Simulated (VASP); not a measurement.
# Lu (P6_3/mmc) in VASP: a series of runs, part 2 of 2

VASP 6.6.1. Earlier steps stand in the parts before.

## Step 4: Single point, PBE

The input, INCAR:

```
SYSTEM = Lu
  PREC = Accurate
  ENCUT = 250
  EDIFF = 1E-6
  ISMEAR = 0
  SIGMA = 0.1
  LREAL = .False.
  LASPH = .True.
  NELM = 100
  ALGO = Normal
  ISIF = 2
  LWAVE = .False.
  LCHARG = .False.
  GGA = PE
  ADDGRID = .False.
```

The input, KPOINTS:

```
regular mesh
0
Gamma
  19 19 10
  0 0 0
```

The input, POSCAR:

```
Lu
1.0
    3.5031000000      0.0000000000      0.0000000000
   -1.7515500000      3.0337735920      0.0000000000
    0.0000000000      0.0000000000      5.5509000000
Lu
2
Direct
    0.6666666667      0.3333333333      0.7500000000
    0.3333333333      0.6666666667      0.2500000000
```

Potentials or basis: VASP PAW PBE potentials, release 64 (Lu_3), 4f in core.

Launch:

```bash
$ cat potpaw_PBE.64/Lu_3/POTCAR > POTCAR
$ mpirun -np 1 vasp_std > vasp.out
```

OUTCAR:

```text
SYSTEM = Lu
   PREC = Accurate
   ENCUT = 250
   EDIFF = 1E-6
   ISMEAR = 0
   LREAL = .False.
   LASPH = .True.
   NELM = 100
   ISIF = 2
   GGA = PE

 Found    240 irreducible k-points:

 Following reciprocal coordinates:
            Coordinates               Weight
  0.000000  0.000000  0.000000      1.000000
  0.052632  0.000000  0.000000      6.000000
  0.105263  0.000000  0.000000      6.000000
  0.157895 -0.000000  0.000000      6.000000
  0.210526 -0.000000  0.000000      6.000000
  0.263158 -0.000000  0.000000      6.000000
   k-points           NKPTS =    240   k-points in BZ     NKDIM =    240   number of bands    NBANDS=     13
[... 176 lines left out ...]
  --------------------------------------------------------------------------------------
  -------------------------------------------------------------------------------------
  Total        0.0998691      0.0998691     -0.3544456      0.0000000      0.0000000      0.0000000
  in kB        2.7123317      2.7123317     -9.6263376      0.0000000      0.0000000      0.0000000
  external PRESSURE =      -1.4005581 kB  Pullay stress =       0.0000000 kB

 VOLUME and BASIS-vectors are now :
 -----------------------------------------------------------------------------
  energy-cutoff  :      250.00
  volume of cell :       58.99
      direct lattice vectors                 reciprocal lattice vectors
     3.503100000  0.000000000  0.000000000     0.285461448  0.164811244  0.000000000
    -1.751550000  3.033773592  0.000000000     0.000000000  0.329622488  0.000000000
     0.000000000  0.000000000  5.550900000     0.000000000  0.000000000  0.180150967

 POSITION                                       TOTAL-FORCE (eV/Angst)
 -----------------------------------------------------------------------------------
      1.75155      1.01126      4.16318        -0.000000      0.000000      0.000000
     -0.00000      2.02252      1.38773         0.000000     -0.000000      0.000000
 -----------------------------------------------------------------------------------
    total drift:                               -0.000000      0.000000     -0.000000

  FREE ENERGIE OF THE ION-ELECTRON SYSTEM (eV)
  ---------------------------------------------------
  free  energy   TOTEN  =        -8.9079328666 eV

  energy  without entropy=       -8.8896024980  energy(sigma->0) =       -8.89876768
```

OSZICAR:

```text
N       E                     dE             d eps       ncg     rms          rms(c)
DAV:   1     0.296647606877E+02    0.29665E+02   -0.67124E+03 11923   0.125E+03
DAV:   2    -0.713932955823E+01   -0.36804E+02   -0.35693E+02 10356   0.570E+02
DAV:   3    -0.879975470443E+01   -0.16604E+01   -0.15887E+01 10266   0.491E+01
DAV:   4    -0.890997475516E+01   -0.11022E+00   -0.10297E+00 11135   0.994E+00
DAV:   5    -0.891450036742E+01   -0.45256E-02   -0.44768E-02 10502   0.194E+00    0.251E+01
DAV:   6    -0.890142272887E+01    0.13078E-01   -0.35408E-02 10425   0.410E+00    0.149E+01
DAV:   7    -0.890807826642E+01   -0.66555E-02   -0.65475E-02 10030   0.546E+00    0.372E-01
DAV:   8    -0.890792906564E+01    0.14920E-03   -0.45130E-03 10354   0.873E-01    0.104E-01
DAV:   9    -0.890793742650E+01   -0.83609E-05   -0.20489E-04 10788   0.215E-01    0.300E-02
DAV:  10    -0.890793240141E+01    0.50251E-05   -0.21455E-05 10652   0.699E-02    0.330E-02
DAV:  11    -0.890793286663E+01   -0.46522E-06   -0.66081E-07  6115   0.154E-02
   1 F= -.89079329E+01 E0= -.88987677E+01  d E =-.183304E-01
```

stdout:

```text
POSCAR found type information on POSCAR Lu
 POSCAR found :  1 types and       2 ions
 scaLAPACK will be used
 LDA part: xc-table for (Slater+PW92), standard interpolation
 POSCAR, INCAR and KPOINTS ok, starting setup
 FFT: planning ... GRIDC
 FFT: planning ... GRID_SOFT
 FFT: planning ... GRID
 WAVECAR not read
 entering main loop
```

Run time: 25 s. Hardware: 1 thread of Intel Xeon 6975P-C (Granite Rapids), shared host; peak memory 0.17 GiB.

These settings aren't checked as converged: the numbers below hold their error.

Results:

```yaml
Free_energy: -8.9079 eV
Pressure: -0.1 GPa
Band_gap_on_the_k_mesh: none (metal or under the smearing width)
```

## Step 5: Single point, PBE

INCAR is that of step 4.

KPOINTS is that of step 4.

The input, POSCAR:

```
Lu
1.0
    3.5031000000      0.0000000000      0.0000000000
   -1.7515500000      3.0337735920      0.0000000000
    0.0000000000      0.0000000000      5.5509000000
Lu
2
Direct
    0.6483880000      0.2977880000      0.7516770000
    0.3414390000      0.6668870000      0.2457360000
```

Launch:

```bash
$ cat potpaw_PBE.64/Lu_3/POTCAR > POTCAR
$ mpirun -np 1 vasp_std > vasp.out
```

Wall time 2.9 min (1 thread of Intel Xeon 6975P-C (Granite Rapids), shared host); peak memory 0.5 GiB.

The run converged, but some of its settings lie outside the range that counts as converged, so its numbers aren't taken as properties of the crystal.

What came out:

* Free energy: -8.8963 eV
* Pressure: -0.1 GPa
* Largest force: 0.218 eV/Å
* Band gap on the k mesh: none (metal or under the smearing width)

## Step 6: Single point, PBE

INCAR: that of step 5 with these lines changed.

```diff
@@ -2,3 +2,3 @@
   PREC = Accurate
-  ENCUT = 250
+  ENCUT = 550
   EDIFF = 1E-6
```

The input, KPOINTS:

```
regular mesh
0
Gamma
  13 13 8
  0 0 0
```

The input, POSCAR:

```
Lu
1.0
    3.5031000000      0.0000000000      0.0000000000
   -1.7515500000      3.0337735920      0.0000000000
    0.0000000000      0.0000000000      5.5509000000
Lu
2
Direct
    0.6666666667      0.3333333333      0.7500000000
    0.3333333333      0.6666666667      0.2500000000
```

Potentials or basis: VASP PAW PBE potentials, release 64 (Lu_3), 4f in core.

Launch:

```bash
$ cat potpaw_PBE.64/Lu_3/POTCAR > POTCAR
$ mpirun -np 1 vasp_std > vasp.out
```

OUTCAR:

```text
SYSTEM = Lu
   PREC = Accurate
   ENCUT = 550
   EDIFF = 1E-6
   ISMEAR = 0
   LREAL = .False.
   LASPH = .True.
   NELM = 100
   ISIF = 2
   GGA = PE

 Found    105 irreducible k-points:

 Following reciprocal coordinates:
            Coordinates               Weight
  0.000000  0.000000  0.000000      1.000000
  0.076923  0.000000  0.000000      6.000000
  0.153846  0.000000  0.000000      6.000000
  0.230769  0.000000  0.000000      6.000000
  0.307692  0.000000  0.000000      6.000000
  0.384615  0.000000  0.000000      6.000000
   k-points           NKPTS =    105   k-points in BZ     NKDIM =    105   number of bands    NBANDS=     13
[... 176 lines left out ...]
  --------------------------------------------------------------------------------------
  -------------------------------------------------------------------------------------
  Total        0.1122232      0.1122232     -0.3227777      0.0000000      0.0000000      0.0000000
  in kB        3.0478544      3.0478544     -8.7662723      0.0000000      0.0000000      0.0000000
  external PRESSURE =      -0.8901878 kB  Pullay stress =       0.0000000 kB

 VOLUME and BASIS-vectors are now :
 -----------------------------------------------------------------------------
  energy-cutoff  :      550.00
  volume of cell :       58.99
      direct lattice vectors                 reciprocal lattice vectors
     3.503100000  0.000000000  0.000000000     0.285461448  0.164811244  0.000000000
    -1.751550000  3.033773592  0.000000000     0.000000000  0.329622488  0.000000000
     0.000000000  0.000000000  5.550900000     0.000000000  0.000000000  0.180150967

 POSITION                                       TOTAL-FORCE (eV/Angst)
 -----------------------------------------------------------------------------------
      1.75155      1.01126      4.16318        -0.000000      0.000000      0.000000
     -0.00000      2.02252      1.38773         0.000000     -0.000000      0.000000
 -----------------------------------------------------------------------------------
    total drift:                               -0.000000      0.000000     -0.000000

  FREE ENERGIE OF THE ION-ELECTRON SYSTEM (eV)
  ---------------------------------------------------
  free  energy   TOTEN  =        -8.9134735534 eV

  energy  without entropy=       -8.8952129310  energy(sigma->0) =       -8.90434324
```

It took 33 s on 1 thread of Intel Xeon 6975P-C (Granite Rapids), shared host; peak memory 0.22 GiB.

The run converged, but some of its settings lie outside the range that counts as converged, so its numbers aren't taken as properties of the crystal.

What came out:

```yaml
Free_energy: -8.9135 eV
Pressure: -0.1 GPa
Band_gap_on_the_k_mesh: none (metal or under the smearing width)
```

## Step 7: For comparison

An earlier run on the cell as given: functional PBE; potentials or basis VASP PAW PBE potentials, release 64 (Lu); cutoff 520 eV; k mesh 9 × 9 × 5; occupations fermi-dirac, width 0.05 eV; no spin polarisation.

* Pressure: -0.4 GPa
* Band gap on the k mesh: none (metal or under the smearing width)
